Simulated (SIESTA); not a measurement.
**Zn in SIESTA: the effect of basis**

Crystal: Zn.

```
CELL_PARAMETERS angstrom
2.67000 0.00000 0.00000
-1.33500 2.31229 0.00000
0.00000 0.00000 4.96600
ATOMIC_POSITIONS crystal
Zn 0.66667 0.33333 0.75000
Zn 0.33333 0.66667 0.25000
```

Alike in all runs:

- Program: SIESTA 5.4.2
- Task: single point
- Functional: PBE
- Potentials or basis: PseudoDojo 0.4 standard (PBE files)
- Grid cutoff: 800 Ry
- Energy shift: 0.003 Ry
- k mesh: 11 × 11 × 6
- Occupations: fermi-dirac, width 0.05 eV
- Spin: no spin polarisation

```tsv
basis	pressure (GPa)
SZP	?
DZP	-4.1
DZDP	-3.7
TZP	-3.8
TZDP	-4.1
```

Question: What does the run with basis SZP give?

Answer: Pressure -14.0 GPa.

Caveats: short orbitals over semicore shells can move pressures by several GPa; the basis of atomic orbitals isn't converged, which shifts pressures, moduli and gaps.
